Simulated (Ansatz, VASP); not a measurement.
Two plane-wave programs on BAs

Contents of POSCAR:

```
BAs
1.0
    0.0000000000      2.4044111665      2.4044111665
    2.4044111665      0.0000000000      2.4044111665
    2.4044111665      2.4044111665      0.0000000000
B As
1 1
Direct
    0.0000000000      0.0000000000      0.0000000000
    0.2500000000      0.2500000000      0.2500000000
```

INCAR.step1

```
SYSTEM = BAs
  ALGO = Normal
  EDIFF = 1E-4
  ENCUT = 520
  GGA = PE
  ISMEAR = 0
  LASPH = .True.
  LCHARG = .False.
  LREAL = .False.
  LWAVE = .True.
  NBANDS = 11
  NELM = 100
  PREC = Accurate
  SIGMA = 0.02
```

INCAR.step2

```
SYSTEM = BAs
  ALGO = Normal
  EDIFF = 1E-6
  ENCUT = 520
  ISIF = 2
  ISMEAR = 0
  ISTART = 1
  LASPH = .True.
  LCHARG = .False.
  LMIXTAU = .True.
  LREAL = .False.
  LWAVE = .False.
  METAGGA = R2SCAN
  NBANDS = 11
  NELM = 100
  PREC = Accurate
  SIGMA = 0.02
```

The input KPOINTS:

```
k-points
0
Gamma
  10 10 10
  0 0 0
```

Input for Ansatz:

```yaml
crystal:
  lattice:
    - [0.0, 2.404411167, 2.404411167]
    - [2.404411167, 0.0, 2.404411167]
    - [2.404411167, 2.404411167, 0.0]
  atoms:
    - { symbol: B, position: [0.0, 0.0, 0.0] }
    - { symbol: As, position: [0.25, 0.25, 0.25] }
basis:
  ecutwfc: 500
kpoints:
  mp_grid: { grid: [10, 10, 10] }
hamiltonian:
  xc: r2scan
scf:
  occupations: { method: gaussian, width: 0.02 }
output:
  forces: false
  stress: false
  eigenvalues: true
  eigenstates:
    kpoints:
      - [0.0, 0.0, 0.0]
      - [0.0, 0.007653478, 0.007653478]
      - [0.0, -0.007653478, -0.007653478]
      - [0.007653478, 0.0, 0.007653478]
      - [-0.007653478, 0.0, -0.007653478]
      - [0.007653478, 0.007653478, 0.0]
      - [-0.007653478, -0.007653478, 0.0]
      - [0.005411827, 0.005411827, 0.010823653]
      - [-0.005411827, -0.005411827, -0.010823653]
      - [0.005411827, 0.010823653, 0.005411827]
      - [-0.005411827, -0.010823653, -0.005411827]
      - [0.010823653, 0.005411827, 0.005411827]
      - [-0.010823653, -0.005411827, -0.005411827]
      - [0.008837476, 0.008837476, 0.008837476]
      - [-0.008837476, -0.008837476, -0.008837476]
      - [0.0, 0.395833, 0.395833]
      - [0.0, 0.403486478, 0.403486478]
      - [0.0, 0.388179522, 0.388179522]
      - [0.007653478, 0.395833, 0.403486478]
      - [-0.007653478, 0.395833, 0.388179522]
      - [0.007653478, 0.403486478, 0.395833]
      - [-0.007653478, 0.388179522, 0.395833]
      - [0.005411827, 0.401244827, 0.406656653]
      - [-0.005411827, 0.390421173, 0.385009347]
      - [0.005411827, 0.406656653, 0.401244827]
      - [-0.005411827, 0.385009347, 0.390421173]
      - [0.010823653, 0.401244827, 0.401244827]
      - [-0.010823653, 0.390421173, 0.390421173]
      - [0.008837476, 0.404670476, 0.404670476]
      - [-0.008837476, 0.386995524, 0.386995524]
    e_range: [-2.890387, 2.890387]
checkpoint:
  read: start.run
  write: ck
  compress: false
  write_wavefunctions: false
  write_every: 100000
```

Alike in both runs: task single point; functional r2SCAN; k mesh 10 × 10 × 10; occupations gaussian, width 0.02 eV; no spin polarisation.

```csv
,VASP,Ansatz
version,VASP 6.6.1,Ansatz 0.2.0
potentials or method,"VASP PAW PBE potentials, release 64 (B, As)","scalar-relativistic, plane waves, PAW"
plane-wave cutoff (eV),520,500
valence electrons in the cell,8,18
```

```csv
,VASP,Ansatz,Ansatz less VASP
gap on the k mesh at the Fermi level (eV),1.39,1.39,0.000
least direct gap on the mesh (eV),3.42,3.42,-0.004
```

The two sets of potentials don't hold the same shells in valence.

 A k mesh can miss the band edges. r2SCAN opens gaps a little over a GGA but as a rule still falls short of measured ones.
